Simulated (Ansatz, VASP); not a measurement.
## GaAs in VASP and in Ansatz

```xyz
2
Lattice="0.0000 2.7906 2.8692 2.7906 0.0000 2.8692 2.7906 2.7906 0.0000" Properties=species:S:1:pos:R:3 pbc="T T T"
Ga    0.0000    0.0000    0.0000
As    1.3953    1.3953    1.4346
```

Change from the starting cell: epitaxial_xy strain -1.5%.

Alike in both runs: task single point; functional r2SCAN; k mesh 8 × 8 × 8; no spin polarisation.

|  | VASP | Ansatz |
| --- | --- | --- |
| version | VASP 6.6.1 | Ansatz 0.2.0 |
| potentials or method | VASP PAW PBE potentials, release 64 (Ga_d, As) | plane waves, PAW |
| plane-wave cutoff (eV) | 520 | 500 |
| occupations | gaussian, width 0.01 eV | fixed |
| valence electrons in the cell | 18 | 28 |

Ansatz gave:

- gap on the k mesh at the Fermi level (eV): 1.04
- pressure (GPa): 1.3
- largest component of the traceless stress (GPa): 1.32

**Question.** What did VASP give for the same quantities?

**Answer.** gap on the k mesh at the Fermi level (eV): 1.02; pressure (GPa): 1.5; largest component of the traceless stress (GPa): 1.32.

The two sets of potentials don't hold the same shells in valence.

Caveats: the PAW data sets were made with another functional, which shifts forces and pressure a little (VASP). A k mesh can miss the band edges.
